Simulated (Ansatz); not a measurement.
**Ti started on a Si site next to a Si vacancy in diamond Si, 63 atoms, charge −1**

All numbers come from Ansatz (PAW, plane waves, no spin–orbit coupling) at the single k point (¼, ¼, ¼) without its symmetry partners. The atoms were relaxed with PBEsol in a fixed cell; other functionals are single points on those atoms unless said otherwise. The valence top and gap of the host come from its small cell on a dense mesh, with the band extrema sought between the mesh points, lined up by the mean potential, PBEsol gap 0.46 eV, r²SCAN gap 0.76 eV. The charge correction uses an assumed dielectric constant of 11.7.

Relaxed structure:

```xyz
63
Lattice="10.8656 0.0000 0.0000 0.0000 10.8656 0.0000 0.0000 0.0000 10.8656" Properties=species:S:1:pos:R:3 pbc="T T T"
Si   10.8508   10.8473    0.0027
Si    0.0397    0.0126    5.4368
Si   10.7732    5.4270   10.7904
Si   10.8274    5.4235    5.4501
Si    5.4311   10.8232   10.8555
Si    5.4244   10.8465    5.4491
Si    5.4113    5.4051   10.8631
Si    1.3509    1.3411    1.3629
Si    1.4275    1.4184    6.7808
Si    1.2949    6.7726    1.3297
Si    1.3743    6.7586    6.7866
Si    6.7694    1.3565    1.3877
Si    6.7901    1.3455    6.8050
Si    6.7767    6.7596    1.3639
Si    2.7081    2.6982    0.0063
Si    2.8648    2.8789    5.5328
Si    2.6954    8.1481    0.0151
Si    2.7472    8.0905    5.4007
Si    8.1388    2.7071    0.0170
Si    8.1373    2.6964    5.4166
Si    8.1268    8.0856   10.8149
Si    8.0505    8.0637    5.5832
Si    4.0645    4.0573    1.3826
Si    4.4107    4.3432    6.7615
Si    4.0671    9.4910    1.3829
Si    4.0976    9.4396    6.7975
Si    9.4926    4.0667    1.3785
Si    9.4434    4.0758    6.8055
Si    9.4726    9.4696    1.3239
Si    9.5150    9.4892    6.7736
Si    2.7292    0.0201    2.7406
Si    2.7076   10.8316    8.1424
Si    2.6846    5.4362    2.7184
Si    2.7594    5.4033    8.1328
Si    8.1335   10.8273    2.7178
Si    8.1371   10.8270    8.1530
Si    8.1028    5.4110    2.7714
Si    7.7905    5.4471    7.8623
Si    4.0748    1.3958    4.1234
Si    4.0619    1.3260    9.5030
Si    4.1491    6.6241    4.1448
Si    4.0648    6.7937    9.5119
Si    9.5058    1.3279    4.0615
Si    9.4938    1.3384    9.5112
Si    9.4544    6.8091    4.1181
Si    9.3357    6.6754    9.3306
Si    0.0101    2.7117    2.7315
Si   10.8466    2.7135    8.1466
Si   10.8307    8.1454    2.7255
Si   10.8305    8.0919    8.1425
Si    5.4605    2.7824    2.8074
Si    5.4108    2.7123    8.1542
Si    5.4093    8.0934    2.7532
Si    5.4908    7.9272    8.0087
Si    1.3703    4.0669    4.1166
Si    1.3561    4.0624    9.4960
Si    1.3713    9.4837    4.0647
Si    1.3250    9.4780    9.4975
Si    6.7111    4.2024    4.2880
Si    6.7904    4.0559    9.4956
Si    6.7912    9.4566    4.1153
Si    6.7413    9.4040    9.4306
Ti    6.0967    6.3492    5.8641
```

Chemical potentials μ are those of reference phases of the elements at zero temperature by the same functional (the usual solids, diamond for C, grey Sn, and the molecules H2, N2, O2, F2, Cl2, Br2 and S8).

| functional | E(defect) − E(host) − Σ nμ + q·E_VBM (eV) | monopole (eV) | alignment (eV) | formation energy at E_F = VBM (eV) | moment (μB) | wall time, shared host |
| --- | --- | --- | --- | --- | --- | --- |
| PBEsol | 3.26 | 0.16 | -0.05 | 3.37 | 1.0 | 85 s on NVIDIA H100 (relaxation) |
| r²SCAN | 3.62 | 0.16 | -0.05 | 3.73 | 1.0 | 31 s on NVIDIA H100 |

**Question.** How does the monopole term follow by hand for this cubic cell?

**Answer.** q²·α·e²/(4πε₀)/(2εL) with the Madelung constant α = 2.837 and e²/4πε₀ = 14.40 eV·Å: 1 × 2.837 × 14.40 / (2 × 11.7 × 10.866) = 0.16 eV.

r²SCAN one-electron levels near the gap (the ten most localised at most), from the host's valence top, not corrected for the charge's images:

| level (eV) | spin | filling | atoms sharing it | element of the atom with most weight |
| --- | --- | --- | --- | --- |
| -0.25 | down | 1.00 | 30.4 | spread |
| -0.21 | up | 1.00 | 32.9 | spread |
| -0.02 | down | 0.00 | 25.4 | spread |
| 0.52 | up | 0.00 | 5.5 | Ti |
| 0.55 | up | 0.00 | 6.5 | Ti |
| 0.61 | down | 0.00 | 5.9 | Ti |
| 0.67 | down | 0.00 | 10.2 | Ti |
| 0.80 | up | 0.00 | 9.8 | Ti |
| 0.86 | down | 0.00 | 10.5 | Ti |

The charge sits partly or wholly in a band of the host, at the cell's one k point and not at the band edge, so the formation energy is too high and the charge correction doesn't apply as it stands.

One k point and a cell of this size can leave errors of several tenths of an eV in such numbers.
